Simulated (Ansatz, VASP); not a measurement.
**CdSe in VASP and in Ansatz**

```xyz
2
Lattice="0.0000 2.9303 2.9303 2.9303 0.0000 2.9303 2.9303 2.9303 0.0000" Properties=species:S:1:pos:R:3 pbc="T T T"
Cd    0.0000    0.0000    0.0000
Se    2.9303    2.9303    2.9303
```

Change from the starting cell: volume scaled by 1.06.

Alike in both runs: task single point; functional PBE; k mesh 8 × 8 × 8; occupations fermi-dirac, width 0.05 eV; no spin polarisation.

|  | VASP | Ansatz |
| --- | --- | --- |
| version | VASP 6.6.1 | Ansatz 0.2.0 |
| potentials or method | VASP PAW PBE potentials, release 64 (Cd, Se) | Ansatz PAW |
| plane-wave cutoff (eV) | 520 | 420 |
| valence electrons in the cell | 18 | 36 |

VASP gave:

```
gap on the k mesh at the Fermi level (eV) : none
pressure (GPa)                            : -3.0
```

Question: Which values does Ansatz return?

Answer: gap on the k mesh at the Fermi level (eV): none; pressure (GPa): -3.3.

A gap of «none» marks a metal or a gap that the smearing closes. The two sets of potentials don't hold the same shells in valence.
